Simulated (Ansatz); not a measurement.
# InP (F-43m) in Ansatz: further runs

Runs on InP. Level: LDA. Tasks: relaxation of cell and atoms.

Everything below comes from runs of Ansatz 0.2.0. Logs are shortened: lines on timing, memory, paths and dates and some standing lists are left out, and cuts for length are marked.

**1. The structure**

Symmetry: F-43m, No. 216, cubic system. The conventional cell has a = 5.861 Å, b = 5.861 Å, c = 5.861 Å, α = 90.00°, β = 90.00°, γ = 90.00°. In (site symmetry -43m) is surrounded by 4 P at 2.54 Å. P (site symmetry -43m) has 4 In at 2.54 Å as nearest neighbours.

**2. Relaxation of cell and atoms, LDA**

The input, input.yaml:

```yaml
crystal:
  lattice:
    - [0.0, 2.9305, 2.9305]
    - [2.9305, 0.0, 2.9305]
    - [2.9305, 2.9305, 0.0]
  atoms:
    - { symbol: In, position: [0.0, 0.0, 0.0] }
    - { symbol: P, position: [0.75, 0.75, 0.75] }
kpoints:
  mp_grid: { grid: [8, 8, 8] }
scf:
  occupations: { method: fermi_dirac, width: 0.05 }
hamiltonian:
  xc: lda
  pseudopotentials: { kind: all_electron, lapw: { basis_error: 0.001 } }
output:
  forces: true
  stress: true
relax:
  f_tol: 0.005
  max_steps: 60
  cell: {}
```

Potentials or basis: all-electron LAPW, scalar-relativistic.

Run with:

```sh
$ ansatz run input.yaml --threads 1 --pin off --max-ram 3072MiB --backend cpu --events-out ev --progress --plain --runs-dir out
```

The program printed:

```text
Warning: RAYON_NUM_THREADS=1 ignored (pool sized by the plan → 1); use --threads N
The last accepted step is kept in <dir> (removed where the run ends without a failure and the disk answers)
LAPW: plane waves up to 8.351 Å⁻¹, error target 1.0e-3 eV per atom; small_component_spin mean_spin; P in spheres of 1.077 Å, 13 of its electrons in bands, Dirac shells []; In in spheres of 1.385 Å, 21 of its electrons in bands, Dirac shells [] (how accurate: hamiltonian.pseudopotentials.lapw.basis_error, Limitations)
Engine: ansatz 0.2.0, aarch64-unknown-linux-gnu
Pseudopotentials: kind: all_electron
Pseudopotential: In, LAPW, valence charge 21, lapw/all_electron/scalar/gaussian/In, Koelling and Harmon's equation, gaussian nucleus
Pseudopotential: P, LAPW, valence charge 13, lapw/all_electron/scalar/gaussian/P, Koelling and Harmon's equation, gaussian nucleus
Functional definition: SPW92
  exchange = slater_x
  correlation = pw_c
Crystal: 2 atoms, lattice volume = 50.333 Å³
Basis set: ecut = 265.73250087571967 eV, 531 PW (Γ), exchange–correlation at level 2
Bands: 21, of which v1, the nominal top of the filled ones, is band 17 counted from 1 (16 counted from 0)
Symmetry: 24 space group operations
Space group: F-43m (ITA 216), of the structure as read, at distance tolerance 3.7e-5 Å
k-points: 29 of 512 (time reversal used)
Non-local potential: In, projectors of the file, none
Non-local potential: P, projectors of the file, none
Initial density: superposition of atomic densities (chi_scale 0.1, normalization cell, long waves kept (reshape's long-wave potential 0.00 eV rms))
Initial wavefunctions: plane waves of lowest kinetic energy (no species holds an atomic orbital)
Functional: x = slater, c = lda
iter 1 solved again at ethr=3.36e-3 eV; its pass at ethr=1.00e-1 eV (dr2=1.14e0 eV) is discarded
SCF iter   1: F=—  HF=-169185.639288 eV  |F-HF|=—  |Δ(HF+E_count)|=         —  Δρ=3.55e-2  dr2=1.14e0  ethr=3.36e-3  ⟨swp⟩=2.0  Hψ=4109  notcnv=0
preconditioner: auto → none  [insulator: Δε(μ)=0.937 eV  Ē_g=14.187 eV  σ=0.050 eV  W_gap=1.00  n_scr=14 (ndim 8)  ℏωp=22.2 eV  f_vac=0.038  D(μ)=0.00/eV (n_scr^D=0)  ε∞_Penn≈3.4]
iter 2 solved again at ethr=2.15e-4 eV; its pass at ethr=3.36e-3 eV (dr2=7.30e-2 eV) is discarded
SCF iter   2: F=—  HF=-169185.256620 eV  |F-HF|=—  |Δ(HF+E_count)|=   3.83e-1  Δρ=1.26e-2  dr2=7.30e-2  ethr=2.15e-4  ⟨swp⟩=2.0  Hψ=3212  notcnv=0
SCF iter   3: F=—  HF=-169185.218686 eV  |F-HF|=—  |Δ(HF+E_count)|=   3.79e-2  Δρ=5.96e-3  dr2=1.40e-2  ethr=2.15e-4  ⟨swp⟩=2.0  Hψ=1791  notcnv=0
SCF iter   4: F=—  HF=-169185.214594 eV  |F-HF|=—  |Δ(HF+E_count)|=         —  Δρ=1.13e-3  dr2=6.27e-4  ethr=4.12e-5  ⟨swp⟩=2.0  Hψ=1675  notcnv=0
the basis was enlarged: its passes take 88.3 KiB over the memory plan, 1 of 1 planned eigensolver slots
SCF iter   5: F=—  HF=-169185.214067 eV  |F-HF|=—  |Δ(HF+E_count)|=   5.27e-4  Δρ=1.38e-4  dr2=5.75e-6  ethr=1.84e-6  ⟨swp⟩=2.6  Hψ=1699  notcnv=0
SCF iter   6: F=—  HF=-169185.214067 eV  |F-HF|=—  |Δ(HF+E_count)|=   7.51e-7  Δρ=2.28e-5  dr2=1.69e-7  ethr=1.69e-8  ⟨swp⟩=2.9  Hψ=1714  notcnv=0
SCF iter   7: F=-169185.214067 eV  HF=-169185.214067 eV  |F-HF|=0.00e0  |Δ(HF+E_count)|=   9.03e-8  Δρ=1.83e-6  dr2=1.04e-9  ethr=4.97e-10  ⟨swp⟩=2.6  Hψ=1694  notcnv=0
SCF 1 converged in 7 iterations: F = -169185.214067 eV  dr2 = 1.04e-9
relax step   1: F+E_penalty+E_count = -169185.21406668 eV  Δ(F+E_penalty+E_count) = +0.000e0 eV  max|allowed force component| = 7.401e-17 eV/Å  Δτ_max = 0.0000 Å  P = -1.201 GPa  Ω = 50.333 Å³  (7 SCF iters, accepted)
Crystal: 2 atoms, lattice volume = 49.325 Å³
Basis set: ecut = 269.34277343672943 eV, 531 PW (Γ), exchange–correlation at level 2
Initial density: handed on by an earlier stage of this run
Initial wavefunctions: those handed on with the density
iter 1 solved again at ethr=3.16e-7 eV; its pass at ethr=1.00e-1 eV (dr2=1.08e-4 eV) is discarded
SCF iter   1: F=—  HF=-169185.217364 eV  |F-HF|=—  |Δ(HF+E_count)|=         —  Δρ=3.15e-4  dr2=1.08e-4  ethr=3.16e-7  ⟨swp⟩=3.9  Hψ=3208  notcnv=0
preconditioner: auto → none  [insulator: Δε(μ)=0.592 eV  Ē_g=14.690 eV  σ=0.050 eV  W_gap=0.99  n_scr=14 (ndim 8)  ℏωp=22.4 eV  f_vac=0.122  D(μ)=0.00/eV (n_scr^D=0)  ε∞_Penn≈3.3]
SCF iter   2: F=—  HF=-169185.217329 eV  |F-HF|=—  |Δ(HF+E_count)|=   3.48e-5  Δρ=1.11e-4  dr2=1.09e-5  ethr=3.16e-7  ⟨swp⟩=2.9  Hψ=1739  notcnv=0
SCF iter   3: F=—  HF=-169185.217328 eV  |F-HF|=—  |Δ(HF+E_count)|=   1.66e-6  Δρ=4.66e-5  dr2=1.66e-6  ethr=3.21e-8  ⟨swp⟩=2.0  Hψ=1669  notcnv=0
SCF iter   4: F=—  HF=-169185.217328 eV  |F-HF|=—  |Δ(HF+E_count)|=   2.24e-7  Δρ=1.95e-5  dr2=3.55e-7  ethr=4.88e-9  ⟨swp⟩=2.0  Hψ=1670  notcnv=0
iter 5 solved again at ethr=5.02e-11 eV; its pass at ethr=1.04e-9 eV (dr2=1.71e-8 eV) is discarded
SCF iter   5: F=-169185.217328 eV  HF=-169185.217328 eV  |F-HF|=1.89e-9  |Δ(HF+E_count)|=   7.06e-8  Δρ=5.06e-6  dr2=1.71e-8  ethr=5.02e-11  ⟨swp⟩=2.0  Hψ=2918  notcnv=0
SCF 2 converged in 5 iterations: F = -169185.217328 eV  dr2 = 1.71e-8
relax step   2: F+E_penalty+E_count = -169185.21732792 eV  Δ(F+E_penalty+E_count) = -3.261e-3 eV  max|allowed force component| = 3.816e-17 eV/Å  Δτ_max = 0.0000 Å  P = +0.191 GPa  Ω = 49.325 Å³  (5 SCF iters, accepted)
Crystal: 2 atoms, lattice volume = 49.461 Å³
Basis set: ecut = 268.8479710414623 eV, 531 PW (Γ), exchange–correlation at level 2
iter 1 solved again at ethr=3.69e-9 eV; its pass at ethr=1.00e-1 eV (dr2=1.25e-6 eV) is discarded
SCF iter   1: F=—  HF=-169185.217407 eV  |F-HF|=—  |Δ(HF+E_count)|=         —  Δρ=4.08e-5  dr2=1.79e-6  ethr=3.69e-9  ⟨swp⟩=5.0  Hψ=3385  notcnv=0
preconditioner: auto → none  [insulator: Δε(μ)=0.574 eV  Ē_g=14.679 eV  σ=0.050 eV  W_gap=0.99  n_scr=14 (ndim 8)  ℏωp=22.4 eV  f_vac=0.123  D(μ)=0.00/eV (n_scr^D=0)  ε∞_Penn≈3.3]
SCF iter   2: F=—  HF=-169185.217407 eV  |F-HF|=—  |Δ(HF+E_count)|=   6.36e-7  Δρ=1.34e-5  dr2=1.70e-7  ethr=3.69e-9  ⟨swp⟩=3.0  Hψ=1758  notcnv=0
SCF iter   3: F=-169185.217407 eV  HF=-169185.217407 eV  |F-HF|=1.89e-9  |Δ(HF+E_count)|=   3.89e-8  Δρ=5.30e-6  dr2=2.38e-8  ethr=4.99e-10  ⟨swp⟩=2.0  Hψ=1669  notcnv=0
SCF 3 converged in 3 iterations: F = -169185.217407 eV  dr2 = 2.38e-8
relax step   3: F+E_penalty+E_count = -169185.21740662 eV  Δ(F+E_penalty+E_count) = -7.870e-5 eV  max|allowed force component| = 4.279e-17 eV/Å  Δτ_max = 0.0000 Å  P = -0.006 GPa  Ω = 49.461 Å³  (3 SCF iters, accepted)
iter 1 solved again at ethr=7.01e-11 eV; its pass at ethr=1.00e-1 eV (dr2=2.38e-8 eV) is discarded
SCF iter   1: F=—  HF=-169185.217407 eV  |F-HF|=—  |Δ(HF+E_count)|=         —  Δρ=5.31e-6  dr2=2.38e-8  ethr=7.01e-11  ⟨swp⟩=4.0  Hψ=2963  notcnv=0
preconditioner: auto → none  [insulator: Δε(μ)=0.575 eV  Ē_g=14.679 eV  σ=0.050 eV  W_gap=0.99  n_scr=14 (ndim 8)  ℏωp=22.4 eV  f_vac=0.123  D(μ)=0.00/eV (n_scr^D=0)  ε∞_Penn≈3.3]
SCF iter   2: F=-169185.217407 eV  HF=-169185.217407 eV  |F-HF|=3.20e-10  |Δ(HF+E_count)|=  3.49e-10  Δρ=2.72e-6  dr2=5.46e-9  ethr=7.01e-11  ⟨swp⟩=2.0  Hψ=1669  notcnv=0
SCF 4 converged in 2 iterations: F = -169185.217407 eV  dr2 = 5.46e-9
relax step   4: F+E_penalty+E_count = -169185.21740672 eV  Δ(F+E_penalty+E_count) = -1.027e-7 eV  max|allowed force component| = 3.932e-17 eV/Å  Δτ_max = 0.0000 Å  P = -0.006 GPa  Ω = 49.461 Å³  stress off target by 5.95e-3 GPa  SCF on the basis re-selected at this cell (its energy is not comparable with the rows above)  (2 SCF iters)
basis re-selected at this cell: Δ(F+E_penalty+E_count) = -1.027e-7 eV, ΔP = -0.000 GPa vs the last step (what re-selecting the basis moved, after the strain that the cell walked since its last selection, with what the two solves' SCF thresholds leave and, on support functions, any second-order correction that the steps lacked; it is no measure of the basis error at this ecutwfc). This SCF's stress stands 5.95e-3 GPa from its target on what of the cell is left free (relax.cell.stress_tol is 5.00e-2 GPa) and its largest allowed force component is 3.93e-17 eV/Å (relax.f_tol is 5.00e-3 eV/Å): within both
SCF converged after 2 iterations
Free energy (F): -169185.217407 eV
Harris-Foulkes:  -169185.217407 eV  (|F-HF|=3.20e-10)
Internal energy: -169185.217391 eV  (E = F + TS)
E sigma→0 (E₀):  -169185.217399 eV
Entropy (-TS):   -0.000016 eV (-0.008 meV/atom)
Fermi energy:    9.430484 eV
--- Per-component energies (eV) ---
  E_band       = -1580.204526
  E_kinetic    = 177098.908933
  E_xc         = -4811.968956
  E_electrostatic = -341472.157367  (all electrons and nuclei)
  E_smearing   = -0.000016  (= −TS)
  E_closure    = 0.000000  (closes the sum)
  E_atoms      = -169175.566580  (free atoms, spherical and without spin; not in F)
  Σ components = -169185.217407   (vs F -169185.217407, Δ=0.00e0)
  Basis errors (estimates in eV, not in F): energy 4.5e-4 per atom: plane waves 4.1e-4 (2.4e-4 summed), levels above the bands 1.8e-34, relativity 4.4e-9, radial functions 3.7e-5, core shells 2.2e-7; eigenvalues (radial functions only) 5.9e-7; not estimated: angular momenta, meshes, grids; target (lapw.basis_error) 1.0e-3; muffin-tin radii P 1.071 Å, In 1.377 Å
--- Forces (eV/Å), atoms counted from 1 ---
  atom   1  In    -0.00000000    -0.00000000    -0.00000000
  atom   2  P     -0.00000000     0.00000000     0.00000000
  max |Σ_I F_I| component: 1.39e-17 eV/Å
--- Stress (GPa, compression-positive) ---
       -0.005952       0.000000       0.000000
        0.000000      -0.005952       0.000000
        0.000000       0.000000      -0.005952
  P = ⅓ Tr σ = -0.0060 GPa (-0.060 kbar)
--- Relaxed structure (3 steps of the walk, 3 accepted, 1 SCFs on fresh bases) ---
  F+E_penalty+E_count = -169185.21740672 eV   max|allowed force component| = 3.932e-17 eV/Å   (the final SCF, on the basis selected at the relaxed cell)
  cell:  # Å, volume = 49.4609 Å³
    - [3.566760423026913e-34, 2.913470878590964, 2.913470878590964]
    - [2.913470878590964, 3.057223219737354e-34, 2.913470878590964]
    - [2.913470878590964, 2.913470878590964, 1.0190744065791178e-33]
  atoms:
    - { symbol: In, position: [-9.532849369985306e-35, 3.508499319294412e-35, 5.80185984995515e-35] }
    - { symbol: P, position: [0.75, 0.75, 0.75] }
```

Run time: 29 s. Hardware: 1 thread of Arm Neoverse V1, shared host; peak memory 0.28 GiB.

Results:

```
Free energy                            : -169185.2174 eV
Relaxed volume                         : 24.73 Å³/atom
Relaxed cell                           : a = 4.120 Å, b = 4.120 Å, c = 4.120 Å, α = 60.00°, β = 60.00°, γ = 60.00°
Space group after relaxing (to 0.05 Å) : F-43m (No. 216)
Energy gained by relaxing              : 1.7 meV/atom
Ionic steps                            : 4
Pressure after relaxing                : 0.0 GPa
Band gap on the k mesh                 : 0.57 eV
```

The path:
```tsv
step	energy change (eV)	largest force (eV/Å)	volume (Å³)
1	0.0000	0.0000	50.33
2	-0.0033	0.0000	49.32
3	-0.0033	0.0000	49.46
4	-0.0033	0.0000	49.46
```

Final structure:
```
In P
1.0
     0.00000    2.91347    2.91347
     2.91347    0.00000    2.91347
     2.91347    2.91347    0.00000
In P
1 1
Cartesian
  0.0000 0.0000 0.0000
  4.3702 4.3702 4.3702
```

Caveat: spin-orbit coupling is left out, which moves the levels of the heavy elements.

(Continued in part 2 of 2.)
